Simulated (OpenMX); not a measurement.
## KMgF3 under changes of volume

One of the cells (12.665 Å³/atom); the others are scaled copies at fixed shape and fractional positions:

```
CELL_PARAMETERS angstrom
3.98590 0.00000 0.00000
0.00000 3.98590 0.00000
0.00000 0.00000 3.98590
ATOMIC_POSITIONS crystal
K 0.50000 0.50000 0.50000
Mg 0.00000 0.00000 0.00000
F 0.00000 0.00000 0.50000
F 0.00000 0.50000 0.00000
F 0.50000 0.00000 0.00000
```

| Property | Result |
| --- | --- |
| Program | OpenMX 3.8.5 |
| Functional | LDA |
| Potentials or basis | OpenMX 2013 LDA set, K10.0-s3p2d1, Mg7.0-s3p2d1, F6.0-s2p2d1, fixed grid of 54 × 54 × 54 points |
| k mesh | 7 × 7 × 7 |
| Occupations | fermi-dirac, width 0.05 eV |
| Spin | no spin polarisation |

| volume (Å³/atom) | energy over the lowest point (meV/atom) | gap on the mesh (eV) |
| --- | --- | --- |
| 11.905 | ? | ? |
| 12.159 | 0.00 | 7.50 |
| 12.412 | 1.47 | 7.33 |
| 12.665 | 5.40 | 7.17 |
| 12.918 | 11.44 | 7.01 |
| 13.172 | 19.39 | 6.86 |
| 13.425 | 29.14 | 6.71 |

Question: What does the run at 11.905 Å³/atom give?

Answer: Energy over the lowest point 1.20 meV/atom; gap on the mesh 7.67 eV.

Worked out: A Birch-Murnaghan fit of order 3 (a polynomial in V^(-2/3)) to the other rows has its minimum at 12.14 Å³/atom, just outside them, with B0 = V·E''(V) = 81 GPa and B' = 4.1. It gives 1.15 meV/atom at 11.905 Å³/atom, against the run's 1.20. A straight line through the other rows of the gap, of slope -7.96 eV per unit of ln V, extrapolates to 7.66 eV, against the run's 7.67.

Energies are extrapolated to zero smearing.

Caveats: an odd mesh through Γ misses points on the zone boundary, where band edges often lie; the basis of atomic orbitals isn't converged, which shifts pressures, moduli and gaps.
